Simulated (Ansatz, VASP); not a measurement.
One calculation of Sc, two programs

```
Sc
1.0
     2.93848    0.00000    0.00000
     0.00000    2.93848    0.00000
     0.00000    0.00000    2.93848
Sc
1
Cartesian
  0.0000 0.0000 0.0000
```

Change from the starting cell: volume scaled by 0.97.

Alike in both runs: task single point; functional PBE; k mesh 12 × 12 × 12; occupations fermi-dirac, width 0.05 eV; no spin polarisation.

|  | VASP | Ansatz |
| --- | --- | --- |
| version | VASP 6.6.1 | Ansatz 0.2.0 |
| potentials or method | VASP PAW PBE potentials, release 64 (Sc_sv), cutoff 520 eV | all-electron LAPW, scalar-relativistic |

|  | VASP | Ansatz | Ansatz less VASP |
| --- | --- | --- | --- |
| pressure (GPa) | 1.1 | 1.1 | -0.04 |

Ansatz ran all-electron here, so the differences hold the error of VASP's frozen core and of both bases.
